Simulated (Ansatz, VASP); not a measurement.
## GaAs: VASP beside Ansatz

File INCAR:

```
SYSTEM = GaAs
ALGO = Normal
EDIFF = 1E-6
ENCUT = 520
GGA = PE
ISIF = 2
ISMEAR = -1
LASPH = .True.
LCHARG = .True.
LELF = .True.
LREAL = .False.
LVHAR = .True.
LWAVE = .False.
NBANDS = 16
NELM = 100
PREC = Accurate
SIGMA = 0.05
```

KPOINTS

```
k-points
0
Gamma
  13 13 11
  0 0 0
```

Contents of POSCAR:

```
GaAs
1.0
    3.8404235174      0.0000000000      0.0000000000
   -1.9202117587      3.3259043274      0.0000000000
    0.0000000000      0.0000000000      3.2402766840
Ga As
1 1
Direct
    0.0000000000      0.0000000000      0.0000000000
    0.3333333333      0.6666666667      0.5000000000
```

Input for Ansatz:

```yaml
crystal:
  lattice:
    - [3.8404235174, 0.0, 0.0]
    - [-1.9202117587, 3.3259043274, 0.0]
    - [0.0, 0.0, 3.240276684]
  atoms:
    - { symbol: Ga, position: [0.0, 0.0, 0.0] }
    - { symbol: As, position: [0.3333333333, 0.6666666667, 0.5] }
kpoints:
  mp_grid: { grid: [13, 13, 11] }
scf:
  occupations: { method: fermi_dirac, width: 0.05 }
hamiltonian:
  xc: pbe
  pseudopotentials:
    kind: all_electron
    lapw: { basis_error: 0.0005 }
    dirac_shells: { Ga: ["3p"], As: ["3p"] }
output:
  forces: true
  stress: true
  eigenvalues: true
```

Alike in both runs: task single point; functional PBE; k mesh 13 × 13 × 11; occupations fermi-dirac, width 0.05 eV; no spin polarisation.

|  | VASP | Ansatz |
| --- | --- | --- |
| version | VASP 6.6.1 | Ansatz 0.2.0 |
| potentials or method | VASP PAW PBE potentials, release 64 (Ga_d, As) | all-electron LAPW, scalar-relativistic |
| plane-wave cutoff (eV) | 520 | see its input |

```tsv
	VASP	Ansatz	Ansatz less VASP
pressure (GPa)	0.1	0.0	-0.13
```

Ansatz ran all-electron here, so the differences hold the error of VASP's frozen core and of both bases.
